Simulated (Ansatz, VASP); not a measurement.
**Two plane-wave programs on Zr**

```
Zr
1.0
     5.03855    0.00000    0.00000
    -2.51927    4.36351    0.00000
     0.00000    0.00000    3.15793
Zr
3
Cartesian
  2.5193 1.4545 1.5790
  0.0000 2.9090 1.5790
  0.0000 0.0000 0.0000
```

Alike in both runs: functional r2SCAN; k mesh 12 × 12 × 14; occupations gaussian, width 0.1 eV; no spin polarisation.

Ansatz relaxed the structure, and its values are those at the end. VASP's run is a single point on that final structure, the one shown.

```csv
,VASP,Ansatz
version,VASP 6.6.1,Ansatz 0.2.0
potentials or method,"VASP PAW PBE potentials, release 64 (Zr_sv)","scalar-relativistic, plane waves, PAW"
plane-wave cutoff (eV),520,500
valence electrons in the cell,36,36
```

|  | VASP | Ansatz | Ansatz less VASP |
| --- | --- | --- | --- |
| gap on the k mesh at the Fermi level (eV) | none | none | - |
| pressure (GPa) | 0.0 | 0.0 | -0.01 |

A gap of «none» marks a metal or a gap that the smearing closes.

Caveats: the PAW data sets were made with another functional, which shifts forces and pressure a little (VASP).
